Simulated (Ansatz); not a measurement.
Method: Ansatz, DFT PBE, scalar-relativistic, plane waves, PAW. All cells share a 420 eV cutoff and Γ-centred k meshes spaced at most about 0.3 Å⁻¹ (about 0.25 or finer for metals, 2π included). No spin polarisation.

All energies are static (0 K, no zero-point motion).

Two relaxed structures of NbAs:

A.

```
Nb As
1.0
    -1.73668    1.73668    5.87520
     1.73668   -1.73668    5.87520
     1.73668    1.73668   -5.87520
Nb As
2 2
Direct
  0.49890 0.49890 0.00000
  0.24890 0.74890 0.50000
  0.91710 0.91710 0.00000
  0.66710 0.16710 0.50000
```

B.

```
Nb As
1.0
     3.42437    0.00000    0.00000
    -1.71219    2.96559    0.00000
     0.00000    0.00000    3.48852
Nb As
1 1
Direct
  0.66667 0.33333 0.50000
  0.33333 0.66667 0.00000
```

Question: Which would you expect to be lower, and how large is the difference?

Answer: A is lower, by 7 meV/atom. A has space group I4_1md (No. 109), 17.7 Å³/atom and no gap on its mesh; B has the tungsten carbide type, space group P-6m2 (No. 187), 17.7 Å³/atom and no gap. In A, Nb is surrounded by 6 As at 2.63–2.64 Å; around As lie 6 Nb at 2.63–2.64 Å. In B, Nb has 6 As at 2.64 Å; As has 6 Nb at 2.64 Å. Origin: A, reached from a cell as deposited in COD, among other starts; B, invented, then shaken at random and relaxed again.

The k mesh leaves some 4 meV/atom of noise in the energy of each metallic cell. Cells relaxed within their symmetry can be saddle points.
